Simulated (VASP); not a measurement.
AgCl:

```
Ag Cl
1.0
     3.07844    0.00000    0.00000
     0.00000    3.07844    0.00000
     0.00000    0.00000    3.07844
Ag Cl
1 1
Direct
  0.00000 0.00000 0.00000
  0.50000 0.50000 0.50000
```

The cell was built by a generator and needn't be a form met in nature.

```yaml
Program: VASP 6.6.1
Task: relaxation of cell and atoms
Functional: PBE
Potentials_or_basis: VASP PAW PBE potentials, release 64 (Ag, Cl)
Cutoff: 600 eV
k_mesh: 8 × 8 × 8
Occupations: fermi-dirac, width 0.02 eV
Spin: no spin polarisation
```

At the start: pressure 36.4 GPa; volume 14.59 Å³/atom.

Problem. How do energy, volume and symmetry change on relaxing?

Solution. Over 22 steps the energy falls by 450.2 meV/atom and the volume is 20.13 Å³/atom (+38.0 %); space group Pm-3m (No. 221, to 0.05 Å).

Step by step:
| step | energy change (eV) | largest force (eV/Å) | pressure (GPa) | volume (Å³) |
| --- | --- | --- | --- | --- |
| 1 | 0.0000 | 0.0000 | 36.41 | 29.17 |
| 2 | -0.8220 | 0.0000 | -4.24 | 45.53 |
| 3 | -0.8994 | 0.0000 | 0.67 | 39.76 |
| 4 | -0.9003 | 0.0000 | -0.17 | 40.43 |
| 5 | -0.9004 | 0.0000 | 0.11 | 40.18 |
| 6 | -0.9004 | 0.0000 | 0.13 | 40.18 |
| 7 | -0.9004 | 0.0000 | 0.13 | 40.18 |
| 8 | -0.9004 | 0.0000 | 0.13 | 40.18 |
| 9 | -0.9004 | 0.0000 | 0.12 | 40.18 |
| 10 | -0.9004 | 0.0000 | 0.13 | 40.18 |
| 11 | -0.9004 | 0.0000 | 0.13 | 40.18 |
| 12 | -0.9004 | 0.0000 | 0.13 | 40.18 |
| 13 | -0.9004 | 0.0000 | 0.13 | 40.18 |
| 14 | -0.9004 | 0.0000 | 0.13 | 40.18 |
| 15 | -0.9004 | 0.0000 | 0.13 | 40.18 |
| 16 | -0.9004 | 0.0000 | 0.13 | 40.18 |
| 17 | -0.9004 | 0.0000 | 0.13 | 40.18 |
| 18 | -0.9004 | 0.0000 | 0.14 | 40.19 |
| 19 | -0.9004 | 0.0000 | 0.11 | 40.19 |
| 20 | -0.9004 | 0.0000 | 0.10 | 40.20 |
| 21 | -0.9004 | 0.0000 | 0.06 | 40.22 |
| 22 | -0.9004 | 0.0000 | 0.02 | 40.27 |

Final structure:
```yaml
crystal:
  lattice:
    - [3.42755, 0.00000, 0.00000]
    - [0.00000, 3.42755, 0.00000]
    - [0.00000, 0.00000, 3.42755]
  atoms:
    - { symbol: Ag, position: [0.00000, 0.00000, 0.00000] }
    - { symbol: Cl, position: [0.50000, 0.50000, 0.50000] }
```

Caveat: the volume moved by over 15 % at a fixed basis, so the end points are rough.
